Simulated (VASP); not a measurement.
BaF2: single point with PBEsol

The system is BaF2.

```
Ba F
1.0
     0.00000    3.08780    3.08780
     3.08780    0.00000    3.08780
     3.08780    3.08780    0.00000
Ba F
1 2
Direct
  0.00000 0.00000 0.00000
  0.25000 0.25000 0.25000
  0.75000 0.75000 0.75000
```

The cell comes from a database or a generator and needn't be the stable form of this composition.

* Program: VASP 6.6.1
* Task: single point
* Functional: PBEsol
* Potentials or basis: VASP PAW PBE potentials, release 64 (Ba_sv, F_h)
* Cutoff: 900 eV
* k mesh: 6 × 6 × 6
* Occupations: gaussian, width 0.02 eV
* Spin: no spin polarisation

The pressure is -0.3 GPa. The band gap on the k mesh is 6.69 eV, indirect (least direct gap 6.77 eV).

Levels at points of the mesh, in eV from the valence-band top:
```
           k point  band 10  band 11  band 12  band 13  band 14  band 15
(0.00, 0.00, 0.00)    -0.07    -0.07    -0.07     6.69     9.17     9.17
(0.50, 0.00, 0.00)    -0.34    -0.16    -0.16     9.09     9.18     9.18
(0.50, 0.50, 0.00)    -0.31    -0.31    -0.13     7.21     8.98    10.73
```

Run time: 41 s on 1 thread of Intel(R) Xeon(R) Platinum 8488C (Sapphire Rapids), on a shared host, peak memory 0.32 GiB.

Caveat: the cutoff is under 1.25 times the usual one of these potentials, so pressure, stress and relaxed cells hold a basis-set (Pulay) error; the PAW data sets were made with another functional, which shifts forces and pressure a little; spin-orbit coupling is left out, which moves the levels of the heavy elements. As with any semilocal functional, this PBEsol gap is likely too small.
